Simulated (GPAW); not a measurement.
# MgS (Niningerite) (Fm-3m) in GPAW: reference runs

How does MgS (Niningerite) come out in PBE? The cell is run as given and disturbed.

All numbers are computed with GPAW 26.7.0; they aren't measurements. Logs are shortened: lines on timing, memory, paths and dates and some standing lists are left out, and cuts for length are marked. The log counts tension as positive stress, the text compression.

### Step 1. Starting point

The structure is cubic, space group Fm-3m (No. 225). Conventional cell: a = 5.203 Å, b = 5.203 Å, c = 5.203 Å, α = 90.00°, β = 90.00°, γ = 90.00°. S (site symmetry m-3m) has 6 Mg at 2.60 Å as nearest neighbours. Mg (site symmetry m-3m) has 6 S at 2.60 Å as nearest neighbours.

### Step 2. Single point, PBE

Contents of run.py:

```python
from ase import Atoms
from ase.dft.bandgap import bandgap
from ase.io import write
from ase.units import GPa
from gpaw import GPAW, PW

atoms = Atoms(['S', 'Mg'],
              cell=[[0.0, 2.60165, 2.60165],
                    [2.60165, 0.0, 2.60165],
                    [2.60165, 2.60165, 0.0]],
              scaled_positions=[[0.5, 0.5, 0.5],
                                [0.0, 0.0, 0.0]],
              pbc=True)

calc = GPAW(mode=PW(800),
            xc='PBE',
            kpts={'size': (9, 9, 9), 'gamma': True},
            occupations={'name': 'fermi-dirac', 'width': 0.05},
            nbands=16,
            convergence={'density': 1e-05, 'energy': 1e-05},
            maxiter=150,
            txt='gpaw.txt')
atoms.calc = calc
energy = atoms.get_potential_energy()
forces = atoms.get_forces()
stress = atoms.get_stress()
calc.write('gs.gpw')
write('result.traj', atoms)
print(f'Energy: {energy:.6f} eV')
print('Forces (eV/A):')
print(forces.round(4))
print('Stress (GPa):', (stress / GPa).round(3))
print('Fermi level:', round(calc.get_fermi_level(), 4), 'eV')
print(f'Gap: {bandgap(calc)[0]:.4f} eV, direct: {bandgap(calc, direct=True)[0]:.4f} eV')
```

Potentials or basis: GPAW PAW data sets (gpaw-data 1.2.1), pw.

The run is started by

```
> OMP_NUM_THREADS=1 python run.py
```

gpaw.txt:

```text
__  _  _
 | _ |_)|_||  |
 |__||  | ||/\| - 26.7.0

Input parameters:
  mode=PW(ecut=800.0),
  convergence={'density': 1e-05, 'energy': 1e-05},
  kpts=MonkhorstPack(size=(9, 9, 9), gamma=True),
  maxiter=150,
  nbands=16,
  occupations=Occupations(name='fermi-dirac', width=0.05),
  xc=XC(name='PBE')

Diagonalizing LCAO Hamiltonian
Converting LCAO to pw mode

               S

       Mg

Atoms  # Å, Bohr magnetons
|   | symbol |        x |        y |        z |    initial magnetic moments |
|---|--------|----------|----------|----------|-----------------------------|
| 0 |      S | 2.601650 | 2.601650 | 2.601650 | ( 0.0000,  0.0000,  0.0000) |
| 1 |     Mg | 0.000000 | 0.000000 | 0.000000 | ( 0.0000,  0.0000,  0.0000) |

Unit cell  # Å
| periodic |        x |        y |        z |  lengths |    angles |
|----------|----------|----------|----------|----------|-----------|
|      yes | 0.000000 | 2.601650 | 2.601650 | 3.679289 | 60.000000 |
|      yes | 2.601650 | 0.000000 | 2.601650 | 3.679289 | 60.000000 |
|      yes | 2.601650 | 2.601650 | 0.000000 | 3.679289 | 60.000000 |

Number of symmetries: 48
Symmetry operations  # r_c * U_cc + t_c -> r_c
|    | kind |            matrix            |
|----|------|------------------------------|
|  0 |  σ   |  1, 0, 0,  1, 0,-1,  1,-1, 0 |
|  1 |  C2  |  1, 0, 0,  1,-1, 0,  1, 0,-1 |
|  2 |  E   |  1, 0, 0,  0, 1, 0,  0, 0, 1 |
|  3 |  σ   |  1, 0, 0,  0, 0, 1,  0, 1, 0 |
|  4 |  C4  |  1, 0,-1,  1, 0, 0,  1,-1, 0 |
|  5 |  S6  |  1, 0,-1,  1,-1, 0,  1, 0, 0 |
|  6 |  σ   |  1, 0,-1,  0, 1,-1,  0, 0,-1 |
|  7 |  C3  |  1, 0,-1,  0, 0,-1,  0, 1,-1 |
|  8 |  S6  |  1,-1, 0,  1, 0, 0,  1, 0,-1 |
|  9 |  C4  |  1,-1, 0,  1, 0,-1,  1, 0, 0 |
| 10 |  C3  |  1,-1, 0,  0,-1, 1,  0,-1, 0 |
| 11 |  σ   |  1,-1, 0,  0,-1, 0,  0,-1, 1 |
| 12 |  σ   |  0, 1, 0,  1, 0, 0,  0, 0, 1 |
| 13 |  C4  |  0, 1, 0,  0, 1,-1, -1, 1, 0 |
| 14 |  C3  |  0, 1, 0,  0, 0, 1,  1, 0, 0 |
| 15 |  S6  |  0, 1, 0, -1, 1, 0,  0, 1,-1 |
| 16 |  C2  |  0, 1,-1,  1, 0,-1,  0, 0,-1 |
| 17 |  σ   |  0, 1,-1,  0, 1, 0, -1, 1, 0 |
| 18 |  S4  |  0, 1,-1,  0, 0,-1,  1, 0,-1 |
| 19 |  C4  |  0, 1,-1, -1, 1, 0,  0, 1, 0 |
| 20 |  C3  |  0, 0, 1,  1, 0, 0,  0, 1, 0 |
| 21 |  σ   |  0, 0, 1,  0, 1, 0,  1, 0, 0 |
| 22 |  S6  |  0, 0, 1,  0,-1, 1, -1, 0, 1 |
| 23 |  C4  |  0, 0, 1, -1, 0, 1,  0,-1, 1 |
| 24 |  S4  |  0, 0,-1,  1, 0,-1,  0, 1,-1 |
| 25 |  C3  |  0, 0,-1,  0, 1,-1,  1, 0,-1 |
| 26 |  C2  |  0, 0,-1,  0,-1, 0, -1, 0, 0 |
| 27 |  S6  |  0, 0,-1, -1, 0, 0,  0,-1, 0 |
| 28 |  S4  |  0,-1, 1,  1,-1, 0,  0,-1, 0 |
| 29 |  C4  |  0,-1, 1,  0, 0, 1, -1, 0, 1 |
| 30 |  C2  |  0,-1, 1,  0,-1, 0,  1,-1, 0 |
| 31 |  σ   |  0,-1, 1, -1, 0, 1,  0, 0, 1 |
| 32 |  C3  |  0,-1, 0,  1,-1, 0,  0,-1, 1 |
| 33 |  S6  |  0,-1, 0,  0, 0,-1, -1, 0, 0 |
| 34 |  S4  |  0,-1, 0,  0,-1, 1,  1,-1, 0 |
| 35 |  C2  |  0,-1, 0, -1, 0, 0,  0, 0,-1 |
| 36 |  C2  | -1, 1, 0,  0, 1, 0,  0, 1,-1 |
| 37 |  S6  | -1, 1, 0,  0, 1,-1,  0, 1, 0 |
| 38 |  S4  | -1, 1, 0, -1, 0, 1, -1, 0, 0 |
| 39 |  C3  | -1, 1, 0, -1, 0, 0, -1, 0, 1 |
| 40 |  S6  | -1, 0, 1,  0, 0, 1,  0,-1, 1 |
| 41 |  C2  | -1, 0, 1,  0,-1, 1,  0, 0, 1 |
| 42 |  C3  | -1, 0, 1, -1, 1, 0, -1, 0, 0 |
| 43 |  S4  | -1, 0, 1, -1, 0, 0, -1, 1, 0 |
| 44 |  C2  | -1, 0, 0,  0, 0,-1,  0,-1, 0 |
| 45 |  i   | -1, 0, 0,  0,-1, 0,  0, 0,-1 |
| 46 |  σ   | -1, 0, 0, -1, 1, 0, -1, 0, 1 |
| 47 |  C2  | -1, 0, 0, -1, 0, 1, -1, 1, 0 |

BZ-sampling:
  Number of BZ points: 729
  Number of IBZ points: 35

  Monkhorst-Pack size: [9, 9, 9]
  Monkhorst-Pack shift: [0, 0, 0]

K-points  # in reciprocal-cell coordinates
|     |                                coordinates |     weight |
|-----|--------------------------------------------|------------|
|   0 | (  0.00000000,   0.00000000,   0.00000000) | 0.00137174 |
|   1 | (  0.11111111,   0.11111111,   0.00000000) | 0.00823045 |
|   2 | (  0.11111111,   0.11111111,   0.11111111) | 0.01097394 |
|   3 | (  0.22222222,   0.11111111,   0.11111111) | 0.01646091 |
|   4 | (  0.22222222,   0.22222222,   0.00000000) | 0.00823045 |
|   5 | (  0.22222222,   0.22222222,   0.11111111) | 0.03292181 |
|   6 | (  0.22222222,   0.22222222,   0.22222222) | 0.01097394 |
|   7 | (  0.33333333,   0.22222222,   0.11111111) | 0.03292181 |
|   8 | (  0.33333333,   0.22222222,   0.22222222) | 0.03292181 |
|   9 | (  0.33333333,   0.33333333,  -0.33333333) | 0.01646091 |
| ... |                                            |            |
|  34 | (  0.44444444,   0.44444444,   0.44444444) | 0.01097394 |

Plane wave coefficients: 1837
Cutoff: 800.0 eV

Spin-components: 1 (collinear spins)
Bands:           16
Projectors:      10
Spin-degeneracy: 2
Datatype:        complex128

Density:
  Valence electrons: 16.0
  Components: 1
  Grid points: [25 25 25]
  Charge: 0.0  # |e|

Potential:
  Grid points: [25 25 25]

species:
  S:
    name:    Sulfur
    Z:       16.0
    valence: 6
    core:    10
    charge:  0.0  # [|e|]
    compensation charges:
      type: gauss
      rc: 0.24  # [Å]
      lmax: 2
    cutoffs:
      filter: 1.77  # [Å]
      core: 1.66  # [Å]
    projectors
    | kind |    occ | energy [eV] | rcut [Å] |
    |------|--------|-------------|----------|
    |   3s |  2.000 |     -17.254 |    0.974 |
    |   3p |  4.000 |      -7.008 |    0.979 |
    |    s |        |       9.957 |    0.974 |
    |    p |        |      20.203 |    0.979 |
    |    d |        |       0.000 |    0.900 |

    Using partial waves for S as LCAO basis

  Mg:
    name:    Magnesium
    Z:       12.0
    valence: 10
    core:    2
    charge:  0.0  # [|e|]
    compensation charges:
      type: gauss
      rc: 0.33  # [Å]
      lmax: 2
    cutoffs:
      filter: 1.86  # [Å]
      core: 0.54  # [Å]
    projectors
    | kind |    occ | energy [eV] | rcut [Å] |
    |------|--------|-------------|----------|
    |   2s |  2.000 |     -79.840 |    1.090 |
    |   3s |  2.000 |      -4.705 |    1.090 |
    |   2p |  6.000 |     -46.613 |    1.085 |
    |   3p |  0.000 |      -1.330 |    1.085 |
    |    d |        |       0.000 |    1.037 |

    Using partial waves for Mg as LCAO basis

Reference energy: -16307.264786  # eV

eigensolver:
  PPCG
  Converge bands: occupied
  niter=2

density mixing:
  MSR1-Mixer
  Pratt-step length: 0.05
  Maximum mixing coefficient: 0.75
  Old densities: 10
  SVD Regularization: 0.005
  Good broyden scale: 1.0
  Trust region scale: 1.0
  Backstep threshold: 4.0
  History deletion threshold: 6.0
  Fourier metric: weight=20.0, sigma=0.015

occupation numbers:
  Fermi-Dirac:
    width: 0.0500  # eV

poisson solver:
  ecut: 6400.0  # eV

xc functional:
  name: PBE with 2 nearest neighbor stencil

convergence criteria:
- Maximum integral of absolute [dens]ity change: 1e-05 electrons / valence electron
- Maximum [total energy] change in last 3 cyles: 1e-05 eV / valence electron
- Maximum integral of absolute [eigenst]ate change: 4e-08 eV^2 / valence electron
maximum number of iterations: 150

SCF iterations
|iter     | |      energy | eigst |  dens |
|---------|-|-------------|-------|-------|
|iter:   1| |   -8.910839 | -0.01 |       |
|iter:   2| |   -8.847163 | -2.07 | -1.15 |
|iter:   3| |   -8.598604 | -1.63 | -1.18 |
|iter:   4| |   -8.604765 | -3.04 | -1.78 |
|iter:   5| |   -8.606501 | -3.70 | -2.18 |
|iter:   6| |   -8.606520 | -5.60 | -3.33 |
|iter:   7| |   -8.606523c| -6.57 | -3.78 |
|iter:   8| |   -8.606523c| -8.52c| -4.77 |
|iter:   9| |   -8.606523c| -8.93c| -5.51c|

Converged in 9 steps
Energy contributions relative to reference atoms: (reference = -16307.264786)

Energy contributions:
  Kinetic:           7.238611
  Coulomb:          -5.985332
  Zero:              0.076499
  External:          0.000000
  Xc:               -9.936301
  Entropy:          -0.000000
  Spinorbit:         0.000000
  ----------------------------
  Free energy:      -8.606523
  Extrapolated:     -8.606523

dipole moment: (-7.471235, -7.471235, -7.471235)  # |e|*Ang

Fermi level: 5.865
Eigenvalues  # (at kpt = [0.000, 0.000, 0.000])
| band index |      eig [eV] | occ [0-2] |
|------------|---------------|-----------|
|          0 |       -70.204 |     2.000 |
|          1 |       -36.980 |     2.000 |
|          2 |       -36.980 |     2.000 |
|          3 |       -36.980 |     2.000 |
|          4 |        -8.033 |     2.000 |
|          5 |         4.634 |     2.000 |
[... 8 lines left out ...]
|         14 |        17.179 |     0.000 |
|         15 |        17.891 |     0.000 |

Gap: 2.923 eV
Transition (v -> c):
  (s=0, k=0, n=7, [0.00, 0.00, 0.00]) -> (s=0, k=30, n=8, [0.44, 0.44, 0.00])
Direct/indirect transitions are different
Direct gap: 3.720 eV
Transition at: (s=0, k=0, n=7, [0.00, 0.00, 0.00])

Forces  # eV/Ang
|       x |       y |       z |
|---------|---------|---------|
| 0.00000 | 0.00000 | 0.00000 |  # S    0
| 0.00000 | 0.00000 | 0.00000 |  # Mg   1

Stress tensor  # eV/Ang^3
|         x |         y |         z |
|-----------|-----------|-----------|
| -0.006626 | -0.000000 | -0.000000 |
| -0.000000 | -0.006626 |  0.000000 |
| -0.000000 |  0.000000 | -0.006626 |

# Writing to gs.gpw (mode='')
```

It took 17 s on 1 thread of AMD EPYC 7R43 (Zen 3), shared host; peak memory 0.17 GiB.

What came out:

```yaml
Free_energy: -8.6065 eV
Pressure: 1.1 GPa
Band_gap_on_the_k_mesh: 2.92 eV, indirect (least direct gap 3.72 eV)
```

Caveat: an odd mesh through Γ misses points on the zone boundary, where band edges often lie.

### Step 3. Single point, PBE (atoms moved at random, drawn with an rms of 0.05 Å)

run.py, as its differences from that of step 2:

```diff
@@ -1,4 +1,3 @@
-from ase import Atoms
 from ase.dft.bandgap import bandgap
-from ase.io import write
+from ase.io import read, write
 from ase.units import GPa
@@ -6,9 +5,3 @@
 
-atoms = Atoms(['S', 'Mg'],
-              cell=[[0.0, 2.60165, 2.60165],
-                    [2.60165, 0.0, 2.60165],
-                    [2.60165, 2.60165, 0.0]],
-              scaled_positions=[[0.5, 0.5, 0.5],
-                                [0.0, 0.0, 0.0]],
-              pbc=True)
+atoms = read('POSCAR')
```

Contents of POSCAR:

```
MgS
1.0
    0.0000000000      2.6016500000      2.6016500000
    2.6016500000      0.0000000000      2.6016500000
    2.6016500000      2.6016500000      0.0000000000
S Mg
1 1
Direct
    0.4992310000      0.5036530000      0.5096220000
    0.0147500000     -0.0082040000     -0.0116660000
```

Potentials or basis: GPAW PAW data sets (gpaw-data 1.2.1), pw.

The run is started by

```
> OMP_NUM_THREADS=1 python run.py
```

Wall time 2.3 min (1 thread of AMD EPYC 7R43 (Zen 3), shared host); peak memory 0.45 GiB.

The run converged. Its results:

- Free energy: -8.5955 eV
- Pressure: 1.3 GPa
- Largest force: 0.257 eV/Å
- Band gap on the k mesh: 2.92 eV, indirect (least direct gap 3.72 eV)

Forces on the atoms (eV/Å):
```
S   -0.252 -0.041  0.026
Mg   0.252  0.041 -0.026
```

Stress tensor (GPa, compression positive):
```
 1.94 -0.02  0.01
-0.02  1.03  0.00
 0.01  0.00  1.01
```

Levels at points of the mesh, in eV from the valence-band top:
| k point | band 5 | band 6 | band 7 | band 8 | band 9 | band 10 | band 11 | band 12 |
| --- | --- | --- | --- | --- | --- | --- | --- | --- |
| (0.00, 0.00, 0.00) | -12.67 | -0.01 | 0.00 | 0.00 | 3.72 | 7.92 | 7.92 | 7.93 |

Caveat: an odd mesh through Γ misses points on the zone boundary, where band edges often lie.
